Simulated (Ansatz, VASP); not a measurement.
## One calculation of FeO (Wuestite), two programs

```xyz
2
Lattice="0.0000 2.1554 2.1554 2.1554 0.0000 2.1554 2.1554 2.1554 0.0000" Properties=species:S:1:pos:R:3 pbc="T T T"
Fe    0.0000    0.0000    0.0000
O     2.1554    2.1554    2.1554
```

Alike in both runs: task single point; functional PBE; k mesh 11 × 11 × 11; occupations gaussian, width 0.026 eV; collinear spin.

|  | VASP | Ansatz |
| --- | --- | --- |
| version | VASP 6.6.1 | Ansatz 0.2.0 |
| potentials or method | VASP PAW PBE potentials, release 64 (Fe, O), cutoff 520 eV | all-electron LAPW, scalar-relativistic |

Ansatz gave:

```
gap on the k mesh at the Fermi level (eV)                     : none
pressure (GPa)                                                : -0.4
net moment per atom (μB)                                      : 2.00
size of the moment on the site where the two differ most (μB) : 0.32
```

**Question.** Which values does VASP return?

**Answer.** gap on the k mesh at the Fermi level (eV): none; pressure (GPa): -0.2; net moment per atom (μB): 2.00; size of the moment on the site where the two differ most (μB): 0.30.

Site moments also hang on the region over which each program counts them. A gap of «none» marks a metal or a gap that the smearing closes. Ansatz ran all-electron here, so the differences hold the error of VASP's frozen core and of both bases.

Caveats: a cell with one magnetic atom can't hold antiferromagnetic order, which such compounds often take; semilocal functionals often make such compounds metallic where correlation or magnetic order opens a gap, which also shifts bond lengths.
